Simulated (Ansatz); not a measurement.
# As: single point with RPBE

As:

```xyz
1
Lattice="2.7037 0.0000 0.0000 0.0000 2.7037 0.0000 0.0000 0.0000 2.7037" Properties=species:S:1:pos:R:3 pbc="T T T"
As    1.3518    1.3518    1.3518
```

This isn't the form of As at room conditions, which is rhombohedral.

```yaml
Program: Ansatz 0.2.0
Task: single point
Functional: RPBE
Potentials_or_basis: Ansatz PAW
Cutoff: "420 eV (not typed: the program's choice for these potentials)"
k_mesh: 10 × 10 × 10
Occupations: gaussian, width 0.1 eV
Spin: no spin polarisation
```

The pressure is 3.8 GPa and the band gap on the k mesh is none (metal or under the smearing width).

Levels at points of the mesh, in eV from the Fermi level:
```tsv
k point	band 5	band 6	band 7	band 8	band 9	band 10
(0.00, 0.00, 0.00)	-35.92	-14.95	4.19	4.19	4.19	8.57
(0.00, 0.00, -0.50)	-35.92	-11.80	-6.92	6.49	6.49	11.34
(0.00, -0.50, -0.50)	-35.88	-8.50	-4.26	-4.26	2.56	8.68
(-0.50, -0.50, -0.50)	-35.87	-4.85	-1.82	-1.82	-1.82	5.98
```

Wall time 0.45 s on 2 threads of Intel(R) Xeon(R) Platinum 8488C (Sapphire Rapids), with other jobs on the host, peak memory 0.33 GiB.

Caveat: the PAW data sets come from PBE, with cores solved anew for the run's functional, which leaves a small shift of forces and pressure.
